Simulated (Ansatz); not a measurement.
The following input was run with Ansatz 0.2.0.

```yaml
crystal:
  lattice:
    - [2.6590777971, -2.659144419, -0.0193731584]
    - [2.6590777971, 2.659144419, -0.0193731584]
    - [-2.6221731946, 0.0, 4.8198124396]
  atoms:
    - { symbol: Ti, position: [0.1251059414, 0.8748940586, 0.25] }
    - { symbol: Ti, position: [0.8748940586, 0.1251059414, 0.75] }
    - { symbol: O, position: [0.3314172322, 0.0816314284, 0.6629499151] }
    - { symbol: O, position: [0.6685827678, 0.9183685716, 0.3370500849] }
    - { symbol: O, position: [0.9183685716, 0.6685827678, 0.8370500849] }
    - { symbol: O, position: [0.0816314284, 0.3314172322, 0.1629499151] }
basis:
  ecutwfc: 420
kpoints:
  mp_grid: { grid: [8, 8, 6] }
hamiltonian:
  xc: pbe
scf:
  occupations: { method: gaussian, width: 0.02 }
output:
  forces: true
  stress: true
  eigenvalues: true
relax:
  adjacent_minimum: "off"
  f_tol: 0.01
  max_steps: 30
  cell: { stress_tol: 0.1, fix: [volume] }
```

Run as
```bash
ansatz run input.yaml --threads 1 --pin off --max-ram 2560MiB --backend cpu --events-out ev --progress --plain --runs-dir out
```

Method: Ansatz, DFT PBE, scalar-relativistic, plane waves, PAW.

From the run's log, abridged:

```
Pseudopotentials: kind: paw
Pseudopotential: Ti, paw, valence charge 12, recommended cutoff 420 eV (normal)
Pseudopotential: O, paw, valence charge 6, recommended cutoff 420 eV (normal)
Functional definition: PBE
Crystal: 6 atoms, lattice volume = 67.890 Å³
Basis set: ecut = 420 eV, 1301 PW (Γ), exchange–correlation on 54×54×80 points (8 copies of the dense FFT grid, shifted against one another)
Bands: 30, of which v1, the nominal top of the filled ones, is band 24 counted from 1 (23 counted from 0)
Symmetry: 4 space group operations
Space group: C2/c (ITA 15), of the structure as read, at distance tolerance 4.1e-5 Å
k-points: 114 of 384
Initial density: superposition of atomic densities (neutral atoms: chi_scale 0, normalization atom), corrected by the library's trained network
Initial wavefunctions: pseudopotential atomic-orbital guess
Functional: x = pbe(κ = 0.804, μ = 0.21951497), c = pbe(β = 0.06672455)
SCF iter   1: F=—  HF=-7277.455325 eV  |F-HF|=—  |Δ(HF+E_count)|=         —  Δρ=3.57e-3  dr2=3.17e-3  ethr=1.77e-3  ⟨swp⟩=5.5  Hψ=14247  notcnv=0
SCF iter   2: F=—  HF=-7277.457030 eV  |F-HF|=—  |Δ(HF+E_count)|=   1.70e-3  Δρ=2.59e-3  dr2=3.20e-3  ethr=6.60e-6  ⟨swp⟩=2.9  Hψ=7375  notcnv=0  defer=193
SCF iter   3: F=—  HF=-7277.456870 eV  |F-HF|=—  |Δ(HF+E_count)|=   1.60e-4  Δρ=1.47e-3  dr2=8.23e-4  ethr=6.60e-6  ⟨swp⟩=2.0  Hψ=5229  notcnv=0  defer=193
SCF iter   4: F=—  HF=-7277.457085 eV  |F-HF|=—  |Δ(HF+E_count)|=   2.15e-4  Δρ=6.45e-4  dr2=1.46e-4  ethr=1.71e-6  ⟨swp⟩=2.1  Hψ=3968  notcnv=0  defer=193
SCF iter   5: F=—  HF=-7277.457150 eV  |F-HF|=—  |Δ(HF+E_count)|=   6.45e-5  Δρ=1.38e-4  dr2=6.52e-6  ethr=3.04e-7  ⟨swp⟩=2.0  Hψ=4275  notcnv=0  defer=193
SCF iter   6: F=—  HF=-7277.457174 eV  |F-HF|=—  |Δ(HF+E_count)|=   2.47e-5  Δρ=1.55e-5  dr2=4.89e-8  ethr=2.08e-10  ⟨swp⟩=7.2  Hψ=17137  notcnv=0
SCF iter   7: F=-7277.457175 eV  HF=-7277.457175 eV  |F-HF|=1.64e-10  |Δ(HF+E_count)|=   9.36e-8  Δρ=1.96e-6  dr2=1.35e-9  ethr=1.02e-10  ⟨swp⟩=2.1  Hψ=11724  notcnv=0
SCF 1 converged in 7 iterations: F = -7277.457175 eV  dr2 = 1.35e-9
relax step   1: F+E_penalty+E_count = -7277.45717456 eV  Δ(F+E_penalty+E_count) = +0.000e0 eV  max|allowed force component| = 1.671e-1 eV/Å  Δτ_max = 0.0000 Å  P = +6.696 GPa  Ω = 67.890 Å³  fix = [volume]  reactions: volume +6.696 GPa (7 SCF iters, dr2 threshold 1.00e-7 eV, accepted)
Basis set: ecut = 420 eV, 1315 PW (Γ), exchange–correlation on 54×54×80 points (8 copies of the dense FFT grid, shifted against one another)
Initial density: handed on by an earlier stage of this run
Initial wavefunctions: those handed on with the density
SCF iter   1: F=—  HF=-7277.461796 eV  |F-HF|=—  |Δ(HF+E_count)|=         —  Δρ=9.03e-4  dr2=3.83e-4  ethr=1.03e-6  ⟨swp⟩=2.2  Hψ=19478  notcnv=0
SCF iter   2: F=—  HF=-7277.461768 eV  |F-HF|=—  |Δ(HF+E_count)|=   2.74e-5  Δρ=4.41e-4  dr2=8.09e-5  ethr=7.99e-7  ⟨swp⟩=2.0  Hψ=5244  notcnv=0
SCF iter   3: F=—  HF=-7277.461793 eV  |F-HF|=—  |Δ(HF+E_count)|=   2.49e-5  Δρ=4.50e-4  dr2=1.27e-4  ethr=1.69e-7  ⟨swp⟩=2.0  Hψ=5243  notcnv=0
SCF iter   4: F=—  HF=-7277.461773 eV  |F-HF|=—  |Δ(HF+E_count)|=   2.04e-5  Δρ=1.11e-4  dr2=3.30e-6  ethr=1.69e-7  ⟨swp⟩=2.0  Hψ=4814  notcnv=0
SCF iter   5: F=-7277.461774 eV  HF=-7277.461774 eV  |F-HF|=2.36e-8  |Δ(HF+E_count)|=   1.38e-6  Δρ=1.88e-5  dr2=8.33e-8  ethr=1.25e-9  ⟨swp⟩=2.7  Hψ=13014  notcnv=0
SCF 2 converged in 5 iterations: F = -7277.461774 eV  dr2 = 8.33e-8
relax step   2: F+E_penalty+E_count = -7277.46177409 eV  Δ(F+E_penalty+E_count) = -4.600e-3 eV  max|allowed force component| = 8.080e-2 eV/Å  Δτ_max = 0.0095 Å  P = +6.219 GPa  Ω = 67.890 Å³  energy of the carried Pulay correction = -4.825e-17 eV  fix = [volume]  reactions: volume +6.219 GPa (5 SCF iters, dr2 threshold 6.00e-7 eV, accepted)
SCF iter   1: F=—  HF=-7277.464174 eV  |F-HF|=—  |Δ(HF+E_count)|=         —  Δρ=1.28e-3  dr2=6.44e-4  ethr=1.32e-6  ⟨swp⟩=2.0  Hψ=21338  notcnv=0
SCF iter   2: F=—  HF=-7277.464130 eV  |F-HF|=—  |Δ(HF+E_count)|=   4.37e-5  Δρ=6.73e-4  dr2=2.02e-4  ethr=1.32e-6  ⟨swp⟩=2.0  Hψ=5244  notcnv=0
SCF iter   3: F=—  HF=-7277.464245 eV  |F-HF|=—  |Δ(HF+E_count)|=   1.15e-4  Δρ=7.40e-4  dr2=3.51e-4  ethr=4.20e-7  ⟨swp⟩=2.0  Hψ=5244  notcnv=0
SCF iter   4: F=—  HF=-7277.464189 eV  |F-HF|=—  |Δ(HF+E_count)|=   5.64e-5  Δρ=1.28e-4  dr2=5.71e-6  ethr=4.20e-7  ⟨swp⟩=2.1  Hψ=5081  notcnv=0
SCF iter   5: F=-7277.464190 eV  HF=-7277.464190 eV  |F-HF|=1.29e-8  |Δ(HF+E_count)|=   1.93e-6  Δρ=2.18e-5  dr2=1.18e-7  ethr=8.50e-10  ⟨swp⟩=3.5  Hψ=14476  notcnv=0
SCF 3 converged in 5 iterations: F = -7277.464190 eV  dr2 = 1.18e-7
relax step   3: F+E_penalty+E_count = -7277.46419049 eV  Δ(F+E_penalty+E_count) = -2.416e-3 eV  max|allowed force component| = 6.901e-3 eV/Å  Δτ_max = 0.0129 Å  P = +5.575 GPa  Ω = 67.890 Å³  fix = [volume]  reactions: volume +5.575 GPa (5 SCF iters, dr2 threshold 4.08e-7 eV, accepted)
SCF iter   1: F=—  HF=-7277.464182 eV  |F-HF|=—  |Δ(HF+E_count)|=         —  Δρ=1.93e-4  dr2=1.11e-5  ethr=1.60e-8  ⟨swp⟩=3.0  Hψ=20601  notcnv=0
SCF iter   2: F=—  HF=-7277.464234 eV  |F-HF|=—  |Δ(HF+E_count)|=   5.16e-5  Δρ=9.03e-5  dr2=3.04e-6  ethr=1.60e-8  ⟨swp⟩=2.0  Hψ=5244  notcnv=0
SCF iter   3: F=—  HF=-7277.464235 eV  |F-HF|=—  |Δ(HF+E_count)|=   1.03e-6  Δρ=8.93e-5  dr2=5.09e-6  ethr=6.32e-9  ⟨swp⟩=2.0  Hψ=5244  notcnv=0
SCF iter   4: F=-7277.464234 eV  HF=-7277.464234 eV  |F-HF|=4.22e-9  |Δ(HF+E_count)|=   7.88e-7  Δρ=1.54e-5  dr2=7.63e-8  ethr=1.81e-10  ⟨swp⟩=3.9  Hψ=15002  notcnv=0
SCF 4 converged in 4 iterations: F = -7277.464234 eV  dr2 = 7.63e-8
relax step   4: F+E_penalty+E_count = -7277.46423430 eV  Δ(F+E_penalty+E_count) = -4.381e-5 eV  max|allowed force component| = 6.328e-3 eV/Å  Δτ_max = 0.0011 Å  P = +5.523 GPa  Ω = 67.890 Å³  energy of the carried Pulay correction = +9.649e-17 eV  fix = [volume]  reactions: volume +5.523 GPa (4 SCF iters, dr2 threshold 8.71e-8 eV, accepted)
Initial wavefunctions: pseudopotential atomic-orbital guess (no wavefunctions were taken with the density)
SCF iter   1: F=—  HF=-7277.464203 eV  |F-HF|=—  |Δ(HF+E_count)|=         —  Δρ=1.66e-4  dr2=9.25e-7  ethr=9.00e-9  ⟨swp⟩=3.9  Hψ=24639  notcnv=0
SCF iter   2: F=—  HF=-7277.464467 eV  |F-HF|=—  |Δ(HF+E_count)|=   2.65e-4  Δρ=8.36e-5  dr2=3.14e-7  ethr=1.93e-9  ⟨swp⟩=2.0  Hψ=6156  notcnv=0
SCF iter   3: F=—  HF=-7277.464528 eV  |F-HF|=—  |Δ(HF+E_count)|=   6.08e-5  Δρ=4.17e-5  dr2=5.81e-7  ethr=6.55e-10  ⟨swp⟩=2.0  Hψ=5244  notcnv=0
SCF iter   4: F=—  HF=-7277.464538 eV  |F-HF|=—  |Δ(HF+E_count)|=   9.60e-6  Δρ=4.88e-6  dr2=2.14e-9  ethr=6.55e-10  ⟨swp⟩=2.0  Hψ=4919  notcnv=0
SCF iter   5: F=-7277.464538 eV  HF=-7277.464538 eV  |F-HF|=2.62e-9  |Δ(HF+E_count)|=   1.95e-7  Δρ=9.93e-7  dr2=1.50e-10  ethr=1.00e-12  ⟨swp⟩=3.0  Hψ=14577  notcnv=0
SCF 5 converged in 5 iterations: F = -7277.464538 eV  dr2 = 1.50e-10
SCF iter   1: F=—  HF=-7277.464528 eV  |F-HF|=—  |Δ(HF+E_count)|=         —  Δρ=1.81e-4  dr2=1.01e-5  ethr=1.43e-8  ⟨swp⟩=3.0  Hψ=21073  notcnv=0
SCF iter   2: F=—  HF=-7277.464585 eV  |F-HF|=—  |Δ(HF+E_count)|=   5.62e-5  Δρ=8.79e-5  dr2=3.32e-6  ethr=1.43e-8  ⟨swp⟩=2.0  Hψ=5244  notcnv=0
SCF iter   3: F=—  HF=-7277.464585 eV  |F-HF|=—  |Δ(HF+E_count)|=   7.99e-7  Δρ=9.46e-5  dr2=5.76e-6  ethr=6.91e-9  ⟨swp⟩=2.0  Hψ=5244  notcnv=0
SCF iter   4: F=—  HF=-7277.464584 eV  |F-HF|=—  |Δ(HF+E_count)|=   9.73e-7  Δρ=1.39e-5  dr2=5.51e-8  ethr=1.14e-10  ⟨swp⟩=4.0  Hψ=15238  notcnv=0
SCF iter   5: F=-7277.464585 eV  HF=-7277.464585 eV  |F-HF|=1.07e-9  |Δ(HF+E_count)|=   2.42e-8  Δρ=2.88e-6  dr2=1.49e-9  ethr=1.14e-10  ⟨swp⟩=4.0  Hψ=10939  notcnv=0
SCF 6 converged in 5 iterations: F = -7277.464585 eV  dr2 = 1.49e-9
relax step   6: F+E_penalty+E_count = -7277.46458451 eV  Δ(F+E_penalty+E_count) = -4.673e-5 eV  max|allowed force component| = 2.686e-4 eV/Å  Δτ_max = 0.0011 Å  P = +5.489 GPa  Ω = 67.890 Å³  energy of the carried Pulay correction = +2.872e-6 eV  fix = [volume]  reactions: volume +5.489 GPa (5 SCF iters, dr2 threshold 5.47e-8 eV, accepted)
SCF iter   1: F=—  HF=-7277.464513 eV  |F-HF|=—  |Δ(HF+E_count)|=         —  Δρ=1.02e-5  dr2=1.08e-8  ethr=6.93e-9  ⟨swp⟩=4.0  Hψ=24975  notcnv=0
SCF iter   2: F=—  HF=-7277.464571 eV  |F-HF|=—  |Δ(HF+E_count)|=   5.78e-5  Δρ=5.56e-6  dr2=2.74e-9  ethr=2.25e-11  ⟨swp⟩=3.4  Hψ=8191  notcnv=0
SCF iter   3: F=—  HF=-7277.464571 eV  |F-HF|=—  |Δ(HF+E_count)|=   8.27e-9  Δρ=3.02e-6  dr2=8.01e-10  ethr=5.72e-12  ⟨swp⟩=2.0  Hψ=5252  notcnv=0
SCF iter   4: F=—  HF=-7277.464571 eV  |F-HF|=—  |Δ(HF+E_count)|=   3.75e-9  Δρ=1.11e-6  dr2=8.78e-10  ethr=1.00e-12  ⟨swp⟩=5.1  Hψ=11940  notcnv=0
SCF iter   5: F=-7277.464571 eV  HF=-7277.464571 eV  |F-HF|=6.37e-12  |Δ(HF+E_count)|=  1.62e-10  Δρ=1.52e-7  dr2=9.26e-12  ethr=1.00e-12  ⟨swp⟩=3.0  Hψ=12794  notcnv=0
SCF 7 converged in 5 iterations: F = -7277.464571 eV  dr2 = 9.26e-12
SCF converged after 5 iterations
Free energy (F): -7277.464571 eV
Harris-Foulkes:  -7277.464571 eV  (|F-HF|=6.37e-12)
Internal energy: -7277.464571 eV  (E = F + TS)
E sigma→0 (E₀):  -7277.464571 eV
Fermi energy:    8.429861 eV
--- Per-component energies (eV) ---
  E_band       = -453.152680
  E_kinetic    = 1248.676329
  E_local      = -3557.763145  (includes V_loc(G=0)·N_el)
  E_nonlocal   = 196.572150
  E_hartree    = 1379.981680
  E_xc         = -493.014635
  E_vxc        = -624.378581  (∫ρ·V_xc dr)
  E_paw        = -2722.343320  (= ΣΔE_a)
  E_vpaw       = -476.232852  (= ΣTr[D̂ρ^β])
  E_aug_tail   = 0.010011  (compensation charges beyond the density's cutoff)
  E_ewald      = -3329.583640
  E_smearing   =  0.000000  (= −TS)
--- Forces (eV/Å), atoms counted from 1 ---
  atom   1  Ti     0.00000000     0.00028890     0.00000000
  atom   2  Ti     0.00000000    -0.00028890     0.00000000
  atom   3  O     -0.00017351     0.00011937     0.00001513
  atom   4  O      0.00017351    -0.00011937    -0.00001513
  atom   5  O      0.00017351     0.00011937    -0.00001513
  atom   6  O     -0.00017351    -0.00011937     0.00001513
--- Stress (GPa, compression-positive) ---
        5.495413       0.000000       0.001678
        0.000000       5.495220       0.000000
        0.001678       0.000000       5.477188
  P = ⅓ Tr σ = 5.4893 GPa (54.893 kbar)
--- Band table (eV; the first three rows and the last of 114) ---
  k-point 0: bands = ["-48.9505", "-48.8883", "-25.4304", "-25.1936", "-25.1936", "-25.1203", "-25.1203", "-25.0305", "-10.2867", "-9.2855", "-9.1222", "-8.8026", "3.4553", "3.5948", "3.5948", "3.9360", "5.3040", "5.3040", "5.3715", "6.6139", "6.6205", "6.6205", "6.9008", "6.9008", "9.4996", "10.2457", "11.3499", "11.3499", "11.3875", "11.3875"]
  k-point 1: bands = ["-48.9464", "-48.8925", "-25.4045", "-25.2009", "-25.2009", "-25.1129", "-25.1129", "-25.0582", "-10.2068", "-9.2833", "-9.1745", "-8.8444", "3.5399", "3.6170", "3.6170", "3.8069", "5.3112", "5.3112", "5.6009", "6.4311", "6.4311", "6.4365", "7.0523", "7.0523", "9.5464", "10.1923", "11.2501", "11.2501", "11.4907", "11.4907"]
  k-point 2: bands = ["-48.9350", "-48.9039", "-25.3330", "-25.2126", "-25.2126", "-25.1332", "-25.1010", "-25.1010", "-9.9899", "-9.4222", "-9.1713", "-8.9496", "3.6627", "3.6627", "3.6791", "3.6798", "5.3281", "5.3281", "5.9210", "6.1461", "6.2000", "6.2000", "7.2004", "7.2004", "9.6765", "10.0491", "11.1814", "11.1814", "11.5687", "11.5687"]
  k-point 113: bands = ["-48.9153", "-48.9153", "-25.3935", "-25.3935", "-25.2415", "-25.2415", "-25.0671", "-25.0671", "-8.9049", "-8.9049", "-8.5695", "-8.5695", "2.9099", "2.9099", "3.1303", "3.1303", "3.5591", "3.5591", "4.7101", "4.7101", "5.2886", "5.2886", "7.3599", "7.3599", "10.7613", "10.7613", "11.2313", "11.2313", "12.3029", "12.3029"]
--- Relaxed structure (5 steps of the walk, 5 accepted, 2 SCFs on fresh bases) ---
  F+E_penalty+E_count = -7277.46457075 eV   max|allowed force component| = 2.889e-4 eV/Å   (the final SCF, on the basis selected at the relaxed cell)
  cell:  # Å, volume = 67.8904 Å³
    - [2.67349323, -2.67357181, -0.02003970]
    - [2.67349323, 2.67357181, -0.02003970]
    - [-2.63796816, 0.0, 4.76882984]
  atoms:
    - { symbol: Ti, position: [0.12501188, 0.87498811, 0.25] }
    - { symbol: Ti, position: [0.87498811, 0.12501188, 0.75] }
    - { symbol: O, position: [0.33401456, 0.08400820, 0.66802342] }
    - { symbol: O, position: [0.66598543, 0.91599179, 0.33197657] }
    - { symbol: O, position: [0.91599179, 0.66598543, 0.83197657] }
    - { symbol: O, position: [0.08400820, 0.33401456, 0.16802342] }
```

The relaxation met its thresholds.

The run took 100 s on 1 thread of Intel(R) Xeon(R) Platinum 8175M CPU @ 2.50GHz (Skylake/Cascade Lake) (shared host), peak memory 0.54 GiB.